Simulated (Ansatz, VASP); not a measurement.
Rh in VASP and in Ansatz

```
Rh
1.0
     0.00000    1.91606    1.91606
     1.91606    0.00000    1.91606
     1.91606    1.91606    0.00000
Rh
1
Direct
  0.00000 0.00000 0.00000
```

Alike in both runs: task single point; functional PBE; k mesh 15 × 15 × 15; occupations fermi-dirac, width 0.1 eV; no spin polarisation.

```csv
,VASP,Ansatz
version,VASP 6.6.1,Ansatz 0.2.0
potentials or method,"VASP PAW PBE potentials, release 64 (Rh_pv)","plane waves (420 eV) with PAW, scalar-relativistic"
plane-wave cutoff (eV),520,420
valence electrons in the cell,15,17
```

Ansatz gave:

- pressure (GPa): -0.1

Problem. What did VASP give for the same quantities?

Solution. Pressure (GPa): 0.1.

The two sets of potentials don't hold the same shells in valence.
